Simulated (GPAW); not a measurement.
# NiO (Fm-3m) in GPAW: further runs

The runs below take NiO through relaxation of cell and atoms, single point, with BLYP+D3(BJ), PBE, PBEsol.

Everything below comes from runs of GPAW 26.7.0. Logs are shortened: lines on timing, memory, paths and dates and some standing lists are left out, and cuts for length are marked. The log counts tension as positive stress, the text compression.

**1. The structure**

Symmetry: Fm-3m, No. 225, cubic system. Conventional cell: a = 4.172 Å, b = 4.172 Å, c = 4.172 Å, α = 90.00°, β = 90.00°, γ = 90.00°. Ni (site symmetry m-3m) has 6 O at 2.09 Å as nearest neighbours. O (site symmetry m-3m) has 6 Ni at 2.09 Å as nearest neighbours.

**2. Relaxation of cell and atoms, BLYP+D3(BJ), collinear spin, ferromagnetic start**

File run.py:

```python
from ase.calculators.mixing import SumCalculator
from ase.filters import FrechetCellFilter
from ase.io import read, write
from ase.optimize import BFGS
from dftd3.ase import DFTD3
from gpaw import GPAW, PW, setup_paths

setup_paths.insert(0, '.')

atoms = read('NiO.xyz')
atoms.set_initial_magnetic_moments([1.0, 0.0])

calc = GPAW(mode=PW(800),
            xc='BLYP',
            kpts={'size': (11, 11, 11), 'gamma': True},
            occupations={'name': 'fermi-dirac', 'width': 0.05},
            nbands=22,
            convergence={'density': 1e-05, 'forces': 0.0001},
            eigensolver='davidson',
            maxiter=150,
            txt='gpaw.txt')
atoms.calc = SumCalculator([calc, DFTD3(method='blyp', damping='d3bj')])
opt = BFGS(FrechetCellFilter(atoms), trajectory='relax.traj', logfile='-')
done = opt.run(fmax=0.02, steps=60)
calc.write('gs.gpw')
write('result.traj', atoms)
print('Converged:', done)
print('Cell:', atoms.cell.cellpar().round(4))
print('Volume:', round(atoms.get_volume(), 4))
print(atoms.get_scaled_positions().round(5))
```

File NiO.xyz:

```xyz
2
Lattice="0.0000000000 2.0859016414 2.0859016414 2.0859016414 0.0000000000 2.0859016414 2.0859016414 2.0859016414 0.0000000000" Properties=species:S:1:pos:R:3 pbc="T T T"
Ni     0.0000000000      0.0000000000      0.0000000000
O      2.0859016414      2.0859016414      2.0859016414
```

Potentials or basis: PAW data sets generated in the run's folder for this functional, pw.

Launch:

```sh
$ gpaw-setup -f BLYP Ni O
$ OMP_NUM_THREADS=1 python run.py
```

gpaw.txt:

```text
__  _  _
 | _ |_)|_||  |
 |__||  | ||/\| - 26.7.0

Input parameters:
  mode=PW(ecut=800.0),
  convergence={'density': 1e-05, 'forces': 0.0001},
  eigensolver=Davidson(niter=2),
  kpts=MonkhorstPack(size=(11, 11, 11), gamma=True),
  maxiter=150,
  nbands=22,
  occupations=Occupations(name='fermi-dirac', width=0.05),
  xc=XC(name='BLYP')

Diagonalizing LCAO Hamiltonian
Converting LCAO to pw mode

              O

       Ni

Atoms  # Å, Bohr magnetons
|   | symbol |        x |        y |        z |    initial magnetic moments |
|---|--------|----------|----------|----------|-----------------------------|
| 0 |     Ni | 0.000000 | 0.000000 | 0.000000 | ( 0.0000,  0.0000,  1.0000) |
| 1 |      O | 2.085902 | 2.085902 | 2.085902 | ( 0.0000,  0.0000,  0.0000) |

Unit cell  # Å
| periodic |        x |        y |        z |  lengths |    angles |
|----------|----------|----------|----------|----------|-----------|
|      yes | 0.000000 | 2.085902 | 2.085902 | 2.949910 | 60.000000 |
|      yes | 2.085902 | 0.000000 | 2.085902 | 2.949910 | 60.000000 |
|      yes | 2.085902 | 2.085902 | 0.000000 | 2.949910 | 60.000000 |

Number of symmetries: 48
Symmetry operations  # r_c * U_cc + t_c -> r_c
|    | kind |            matrix            |
|----|------|------------------------------|
|  0 |  σ   |  1, 0, 0,  1, 0,-1,  1,-1, 0 |
|  1 |  C2  |  1, 0, 0,  1,-1, 0,  1, 0,-1 |
|  2 |  E   |  1, 0, 0,  0, 1, 0,  0, 0, 1 |
|  3 |  σ   |  1, 0, 0,  0, 0, 1,  0, 1, 0 |
|  4 |  C4  |  1, 0,-1,  1, 0, 0,  1,-1, 0 |
|  5 |  S6  |  1, 0,-1,  1,-1, 0,  1, 0, 0 |
|  6 |  σ   |  1, 0,-1,  0, 1,-1,  0, 0,-1 |
|  7 |  C3  |  1, 0,-1,  0, 0,-1,  0, 1,-1 |
|  8 |  S6  |  1,-1, 0,  1, 0, 0,  1, 0,-1 |
[... 173 lines left out ...]
SCF iterations
|iter     | |      energy | eigst |  dens |force |  magmom |
|---------|-|-------------|-------|-------|------|---------|
|iter:   1| |  -12.717679 | +0.14 |       |      |  +1.0004|
|iter:   2| |  -12.580615 | -1.11 | -1.08 |      |  +0.9931|
|iter:   3| |  -12.242634 | -1.96 | -1.12 |      |  +0.8643|
|iter:   4| |  -12.271925 | -2.73 | -1.67 |      |  +0.8566|
|iter:   5| |  -12.236385 | -3.60 | -1.71 |      |  +0.8449|
|iter:   6| |  -12.251393 | -4.04 | -2.09 |      |  +0.8813|
|iter:   7| |  -12.263307 | -4.32 | -2.15 |      |  +0.9721|
|iter:   8| |  -12.285269 | -3.82 | -2.09 |      |  +1.2260|
|iter:   9| |  -12.271402 | -2.65 | -2.21 |      |  +2.1368|
|iter:  10| |  -12.303862 | -3.44 | -1.88 |      |  +1.6666|
|iter:  11| |  -12.302741 | -4.83 | -2.68 |      |  +1.7383|
|iter:  12| |  -12.303423c| -4.56 | -2.81 |      |  +1.6429|
|iter:  13| |  -12.303413c| -6.32 | -3.34 |      |  +1.6414|
|iter:  14| |  -12.303417c| -7.90c| -4.03 |      |  +1.6434|
|iter:  15| |  -12.303409c| -7.16 | -4.11 |      |  +1.6390|
|iter:  16| |  -12.303408c| -8.44c| -5.19c|      |  +1.6389|
|iter:  17| |  -12.303408c| -9.32c| -5.46c|-23.20c|  +1.6387|

Converged in 17 steps
Energy contributions relative to reference atoms: (reference = -43420.516240)
[... 560 lines left out ...]
|iter:   2| |  -12.383139 | -3.91 | -1.77 |      |  +1.6879|
|iter:   3| |  -12.357647 | -3.59 | -1.84 |      |  +1.7113|
|iter:   4| |  -12.357422 | -4.48 | -2.39 |      |  +1.7231|
|iter:   5| |  -12.358110c| -5.00 | -2.76 |      |  +1.7365|
|iter:   6| |  -12.358118c| -5.82 | -2.85 |      |  +1.7442|
|iter:   7| |  -12.358317c| -5.90 | -3.11 |      |  +1.7592|
|iter:   8| |  -12.358363c| -6.36 | -3.39 |      |  +1.7667|
|iter:   9| |  -12.358367c| -7.84c| -4.19 |      |  +1.7671|
|iter:  10| |  -12.358369c| -8.58c| -4.51 |      |  +1.7672|
|iter:  11| |  -12.358370c|-10.23c| -5.31c|      |  +1.7672|
|iter:  12| |  -12.358369c|-10.95c| -5.71c|-24.32c|  +1.7672|

Converged in 12 steps
Energy contributions relative to reference atoms: (reference = -43420.516240)

Energy contributions:
  Kinetic:          28.322719
  Coulomb:         -23.967698
  Zero:              0.195014
  External:          0.000000
  Xc:              -16.903589
  Entropy:          -0.009632
  Spinorbit:         0.000000
  ----------------------------
  Free energy:     -12.363185
  Extrapolated:    -12.358369
[... 39 lines left out ...]
Stress tensor  # eV/Ang^3
|         x |         y |         z |
|-----------|-----------|-----------|
| -0.054290 |  0.000000 |  0.000000 |
|  0.000000 | -0.054290 | -0.000000 |
|  0.000000 | -0.000000 | -0.054290 |

Forces  # eV/Ang
|        x |       y |        z |
|----------|---------|----------|
| -0.00000 | 0.00000 | -0.00000 |  # Ni   0
|  0.00000 | 0.00000 | -0.00000 |  # O    1

Interpolating wave functions to new cell

              O

       Ni

Atoms  # Å, Bohr magnetons
|   | symbol |        x |        y |        z |    initial magnetic moments |
|---|--------|----------|----------|----------|-----------------------------|
| 0 |     Ni | 0.000000 | 0.000000 | 0.000000 | ( 0.0000,  0.0000,  1.4641) |
| 1 |      O | 2.113647 | 2.113647 | 2.113647 | ( 0.0000,  0.0000,  0.2142) |

Unit cell  # Å
| periodic |        x |        y |        z |  lengths |    angles |
|----------|----------|----------|----------|----------|-----------|
|      yes | 0.000000 | 2.113647 | 2.113647 | 2.989148 | 60.000000 |
|      yes | 2.113647 | 0.000000 | 2.113647 | 2.989148 | 60.000000 |
|      yes | 2.113647 | 2.113647 | 0.000000 | 2.989148 | 60.000000 |

Number of symmetries: 48
Symmetry operations  # r_c * U_cc + t_c -> r_c
|    | kind |            matrix            |
|----|------|------------------------------|
|  0 |  σ   |  1, 0, 0,  1, 0,-1,  1,-1, 0 |
|  1 |  C2  |  1, 0, 0,  1,-1, 0,  1, 0,-1 |
|  2 |  E   |  1, 0, 0,  0, 1, 0,  0, 0, 1 |
|  3 |  σ   |  1, 0, 0,  0, 0, 1,  0, 1, 0 |
|  4 |  C4  |  1, 0,-1,  1, 0, 0,  1,-1, 0 |
|  5 |  S6  |  1, 0,-1,  1,-1, 0,  1, 0, 0 |
|  6 |  σ   |  1, 0,-1,  0, 1,-1,  0, 0,-1 |
|  7 |  C3  |  1, 0,-1,  0, 0,-1,  0, 1,-1 |
|  8 |  S6  |  1,-1, 0,  1, 0, 0,  1, 0,-1 |
[... 173 lines left out ...]
SCF iterations
|iter     | |      energy | eigst |  dens |force |  magmom |
|---------|-|-------------|-------|-------|------|---------|
|iter:   1| |  -12.360621 |       |       |      |  +1.7672|
|iter:   2| |  -12.360549 | -5.90 | -2.88 |      |  +1.7676|
|iter:   3| |  -12.360468c| -5.73 | -2.95 |      |  +1.7690|
|iter:   4| |  -12.360498c| -6.60 | -3.43 |      |  +1.7698|
|iter:   5| |  -12.360530c| -7.16 | -3.78 |      |  +1.7703|
|iter:   6| |  -12.360536c| -7.61c| -3.94 |      |  +1.7709|
|iter:   7| |  -12.360542c| -8.35c| -4.34 |      |  +1.7716|
|iter:   8| |  -12.360546c| -8.58c| -4.50 |      |  +1.7722|
|iter:   9| |  -12.360547c| -9.84c| -5.31c|      |  +1.7722|
|iter:  10| |  -12.360547c|-10.48c| -5.59c|-24.08c|  +1.7723|

Converged in 10 steps
Energy contributions relative to reference atoms: (reference = -43420.516240)

Energy contributions:
  Kinetic:          28.173118
  Coulomb:         -23.849999
  Zero:              0.195658
  External:          0.000000
  Xc:              -16.874573
  Entropy:          -0.009502
  Spinorbit:         0.000000
  ----------------------------
  Free energy:     -12.365298
  Extrapolated:    -12.360547
[... 46 lines left out ...]
Forces  # eV/Ang
|        x |        y |        z |
|----------|----------|----------|
|  0.00000 | -0.00000 | -0.00000 |  # Ni   0
| -0.00000 |  0.00000 |  0.00000 |  # O    1

# Writing to gs.gpw (mode='')
```

Run time: 2.6 min. Hardware: 1 thread of Arm Neoverse V1, shared host; peak memory 0.3 GiB.

Results:

```
Free energy                            : -13.4727 eV
Relaxed volume                         : 9.44 Å³/atom
Relaxed cell                           : a = 2.989 Å, b = 2.989 Å, c = 2.989 Å, α = 60.00°, β = 60.00°, γ = 60.00°
Space group after relaxing (to 0.05 Å) : Fm-3m (No. 225)
Energy gained by relaxing              : 10.9 meV/atom
Ionic steps                            : 4
Pressure after relaxing                : 0.0 GPa
Band gap on the k mesh                 : none (metal or under the smearing width)
Net moment                             : 1.77 μB per cell
Site moments                           : Ni +1.47; O +0.21 μB
Dispersion energy per atom             : -0.554 eV
```

Step by step:
```tsv
step	energy change (eV)	largest force (eV/Å)	pressure (GPa)	volume (Å³)
1	0.0000	0.0000	9.11	18.15
2	-0.0101	0.0000	6.36	18.35
3	-0.0217	0.0000	0.45	18.85
4	-0.0219	0.0000	0.03	18.89
```

Final structure:
```
CELL_PARAMETERS angstrom
0.00000 2.11365 2.11365
2.11365 0.00000 2.11365
2.11365 2.11365 0.00000
ATOMIC_POSITIONS crystal
Ni 0.00000 0.00000 0.00000
O 0.50000 0.50000 0.50000
```

Caveat: each step starts from the last one's moments, so a moment once lost doesn't come back; the stock nickel data set gives pressures a few GPa off other programs; later steps reuse the first step's grids; a cell with one magnetic atom can't hold antiferromagnetic order, which such compounds often take; semilocal functionals often make such compounds metallic where correlation or magnetic order opens a gap, which also shifts bond lengths; pairwise dispersion overbinds metals, which lowers pressure and volume. Zero-point motion and thermal expansion aren't in these numbers.

**3. Single point, PBE, collinear spin, ferromagnetic start**

File run.py:

```python
from ase.dft.bandgap import bandgap
from ase.io import read, write
from ase.units import GPa
from gpaw import GPAW, PW

atoms = read('POSCAR')
atoms.set_initial_magnetic_moments([1.0, 0.0])

calc = GPAW(mode=PW(800),
            xc='PBE',
            kpts={'size': (11, 11, 11), 'gamma': True},
            occupations={'name': 'methfessel-paxton', 'order': 0, 'width': 0.028999999999999998},
            nbands=22,
            convergence={'density': 1e-05, 'energy': 1e-05},
            maxiter=150,
            txt='gpaw.txt')
atoms.calc = calc
energy = atoms.get_potential_energy()
forces = atoms.get_forces()
stress = atoms.get_stress()
calc.write('gs.gpw')
write('result.traj', atoms)
print(f'Energy: {energy:.6f} eV')
print('Forces (eV/A):')
print(forces.round(4))
print('Stress (GPa):', (stress / GPa).round(3))
print('Moments:', calc.get_magnetic_moments().round(3))
print('Fermi level:', round(calc.get_fermi_level(), 4), 'eV')
print(f'Gap: {bandgap(calc)[0]:.4f} eV, direct: {bandgap(calc, direct=True)[0]:.4f} eV')
```

File POSCAR:

```
NiO
1.0
    0.0000000000      2.0859016414      2.0859016414
    2.0859016414      0.0000000000      2.0859016414
    2.0859016414      2.0859016414      0.0000000000
Ni O
1 1
Direct
    0.0000000000      0.0000000000      0.0000000000
    0.5000000000      0.5000000000      0.5000000000
```

Potentials or basis: GPAW PAW data sets (gpaw-data 1.2.1), pw.

Launch:

```sh
$ OMP_NUM_THREADS=1 python run.py
```

It took 75 s on 1 thread of Arm Neoverse V1, shared host; peak memory 0.19 GiB.

Results (log left out):

```
Free energy            : -13.3294 eV
Pressure               : 10.2 GPa
Band gap on the k mesh : none (metal or under the smearing width)
Net moment             : 1.78 μB per cell
Site moments           : Ni +1.48; O +0.21 μB
```

Levels at points of the mesh, in eV from the Fermi level:
Spin up:
```csv
k point,band 8,band 9,band 10,band 11,band 12,band 13,band 14,band 15,band 16,band 17
"(0.00, 0.00, 0.00)",-3.14,-3.14,-2.70,-2.70,-2.70,1.36,17.63,18.75,18.75,18.75
```
Spin down:
| k point | band 6 | band 7 | band 8 | band 9 | band 10 | band 11 | band 12 | band 13 | band 14 | band 15 |
| --- | --- | --- | --- | --- | --- | --- | --- | --- | --- | --- |
| (0.00, 0.00, 0.00) | -2.63 | -2.63 | -1.87 | -1.87 | -1.87 | -0.58 | -0.58 | 1.71 | 17.55 | 18.99 |

Caveat: the stock nickel data set gives pressures a few GPa off other programs; a cell with one magnetic atom can't hold antiferromagnetic order, which such compounds often take; semilocal functionals often make such compounds metallic where correlation or magnetic order opens a gap, which also shifts bond lengths.

**4. Single point, PBE, collinear spin, ferromagnetic start**

run.py: that of step 3 with these lines changed.

```diff
@@ -11,3 +11,3 @@
             kpts={'size': (11, 11, 11), 'gamma': True},
-            occupations={'name': 'methfessel-paxton', 'order': 0, 'width': 0.028999999999999998},
+            occupations={'name': 'methfessel-paxton', 'order': 0, 'width': 0.03},
             nbands=22,
```

POSCAR is that of step 3.

Potentials or basis: GPAW PAW data sets (gpaw-data 1.2.1), pw.

Launch:

```sh
$ OMP_NUM_THREADS=1 python run.py
```

gpaw.txt:

```text
__  _  _
 | _ |_)|_||  |
 |__||  | ||/\| - 26.7.0

Input parameters:
  mode=PW(ecut=800.0),
  convergence={'density': 1e-05, 'energy': 1e-05},
  kpts=MonkhorstPack(size=(11, 11, 11), gamma=True),
  maxiter=150,
  nbands=22,
  occupations=Occupations(name='methfessel-paxton', order=0, width=0.03),
  xc=XC(name='PBE')

Diagonalizing LCAO Hamiltonian
Converting LCAO to pw mode

              O

       Ni

Atoms  # Å, Bohr magnetons
|   | symbol |        x |        y |        z |    initial magnetic moments |
|---|--------|----------|----------|----------|-----------------------------|
| 0 |     Ni | 0.000000 | 0.000000 | 0.000000 | ( 0.0000,  0.0000,  1.0000) |
| 1 |      O | 2.085902 | 2.085902 | 2.085902 | ( 0.0000,  0.0000,  0.0000) |

Unit cell  # Å
| periodic |        x |        y |        z |  lengths |    angles |
|----------|----------|----------|----------|----------|-----------|
[... 233 lines left out ...]
|        x |        y |        z |
|----------|----------|----------|
| 0.000000 | 0.000000 | 1.478909 |  # Ni   0
| 0.000000 | 0.000000 | 0.213234 |  # O    1

Fermi level: 8.161
Eigenvalues  # (at kpt = [0.000, 0.000, 0.000])
| band index |      eig [eV] | occ [0-1] |      eig [eV] | occ [0-1] |
|------------|---------------|-----------|---------------|-----------|
|          0 |       -56.651 |     1.000 |       -54.840 |     1.000 |
|        ... |               |           |               |           |
|          4 |         4.973 |     1.000 |         5.529 |     1.000 |
|          5 |         4.973 |     1.000 |         5.529 |     1.000 |
|          6 |         5.021 |     1.000 |         5.529 |     1.000 |
|          7 |         5.021 |     1.000 |         6.291 |     1.000 |
|          8 |         5.021 |     1.000 |         6.291 |     1.000 |
|          9 |         5.459 |     1.000 |         6.291 |     1.000 |
[... 8 lines left out ...]
|         18 |        30.080 |     0.000 |        30.576 |     0.000 |
|         19 |        30.080 |     0.000 |        30.576 |     0.000 |
|        ... |               |           |               |           |
|         21 |        33.706 |     0.000 |        34.403 |     0.000 |

No gap
No difference between direct/indirect transitions

Forces  # eV/Ang
|       x |        y |        z |
|---------|----------|----------|
| 0.00000 | -0.00000 | -0.00000 |  # Ni   0
| 0.00000 | -0.00000 | -0.00000 |  # O    1

Stress tensor  # eV/Ang^3
|         x |         y |         z |
|-----------|-----------|-----------|
| -0.063740 | -0.000000 |  0.000000 |
| -0.000000 | -0.063740 |  0.000000 |
|  0.000000 |  0.000000 | -0.063740 |

# Writing to gs.gpw (mode='')
```

Wall time 76 s (1 thread of Arm Neoverse V1, shared host); peak memory 0.19 GiB.

What came out:

| Item | Value |
| --- | --- |
| Free energy | -13.3294 eV |
| Pressure | 10.2 GPa |
| Band gap on the k mesh | none (metal or under the smearing width) |
| Net moment | 1.78 μB per cell |
| Site moments | Ni +1.48; O +0.21 μB |

Caveat: the stock nickel data set gives pressures a few GPa off other programs; a cell with one magnetic atom can't hold antiferromagnetic order, which such compounds often take; semilocal functionals often make such compounds metallic where correlation or magnetic order opens a gap, which also shifts bond lengths.

**5. Single point, PBEsol, collinear spin, ferromagnetic start**

run.py: that of step 4 with these lines changed.

```diff
@@ -3,5 +3,7 @@
 from ase.units import GPa
-from gpaw import GPAW, PW
+from gpaw import GPAW, PW, setup_paths
 
-atoms = read('POSCAR')
+setup_paths.insert(0, '.')
+
+atoms = read('NiO.xyz')
 atoms.set_initial_magnetic_moments([1.0, 0.0])
@@ -9,5 +11,5 @@
 calc = GPAW(mode=PW(800),
-            xc='PBE',
+            xc='PBEsol',
             kpts={'size': (11, 11, 11), 'gamma': True},
-            occupations={'name': 'methfessel-paxton', 'order': 0, 'width': 0.03},
+            occupations={'name': 'methfessel-paxton', 'order': 0, 'width': 0.05},
             nbands=22,
```

NiO.xyz is that of step 2.

Potentials or basis: PAW data sets generated in the run's folder for this functional, pw.

Launch:

```sh
$ gpaw-setup -f PBEsol Ni O
$ OMP_NUM_THREADS=1 python run.py
```

Run time: 65 s. Hardware: 1 thread of Arm Neoverse V1, shared host; peak memory 0.19 GiB.

Results (log left out):

* Free energy: -14.2136 eV
* Pressure: -7.0 GPa
* Band gap on the k mesh: none (metal or under the smearing width)
* Net moment: 0.63 μB per cell
* Site moments: Ni +0.55; O +0.06 μB

Levels at points of the mesh, in eV from the Fermi level:
Spin up:
```csv
k point,band 9,band 10,band 11,band 12,band 13,band 14,band 15,band 16
"(0.00, 0.00, 0.00)",-2.07,-2.07,-2.06,-2.06,1.37,17.45,18.79,18.79
```
Spin down:
```tsv
k point	band 9	band 10	band 11	band 12	band 13	band 14
(0.00, 0.00, 0.00)	-1.74	-1.74	-1.20	-1.20	1.49	17.43
```

Caveat: the stock nickel data set gives pressures a few GPa off other programs; a cell with one magnetic atom can't hold antiferromagnetic order, which such compounds often take; semilocal functionals often make such compounds metallic where correlation or magnetic order opens a gap, which also shifts bond lengths.

**6. Summary**

```tsv
task	level	potentials or basis	cell	smearing	eigensolver	optimizer	fmax	max steps	convergence	gap on the mesh (eV)	pressure (GPa)	moment (μB)
relaxation of cell and atoms	BLYP+D3(BJ)	PAW data sets generated in the run's folder for this functional, pw	relaxed	fermi-dirac 0.05 eV	davidson	BFGS	0.02 eV/Å	60	density=1e-05 forces=0.0001	none	0.0	1.77
single point	PBE	GPAW PAW data sets (gpaw-data 1.2.1), pw	as given	gaussian 0.029 eV	-	-	-	-	-	none	10.2	1.78
single point	PBE	GPAW PAW data sets (gpaw-data 1.2.1), pw	as given	gaussian 0.03 eV	-	-	-	-	-	none	10.2	1.78
single point	PBEsol	PAW data sets generated in the run's folder for this functional, pw	as given	gaussian 0.05 eV	-	-	-	-	-	none	-7.0	0.63
```

Alike in all rows: spin collinear, ferromagnetic start; k mesh 11 × 11 × 11; cutoff (eV) 800.

Caveats: the stock nickel data set gives pressures a few GPa off other programs; a cell with one magnetic atom can't hold antiferromagnetic order, which such compounds often take; semilocal functionals often make such compounds metallic where correlation or magnetic order opens a gap, which also shifts bond lengths; each step starts from the last one's moments, so a moment once lost doesn't come back (some runs); later steps reuse the first step's grids (some runs); pairwise dispersion overbinds metals, which lowers pressure and volume (some runs).

Total energies depend on the potentials used, so only differences within one code and one set of settings carry meaning.

**7. Against experiment**

Step 3. The gap isn't set beside the deposited one, since this odd mesh misses points on the zone boundary.

Step 4. The gap isn't set beside the deposited one, since this odd mesh misses points on the zone boundary.

Step 5. The gap isn't set beside the deposited one, since this odd mesh misses points on the zone boundary.
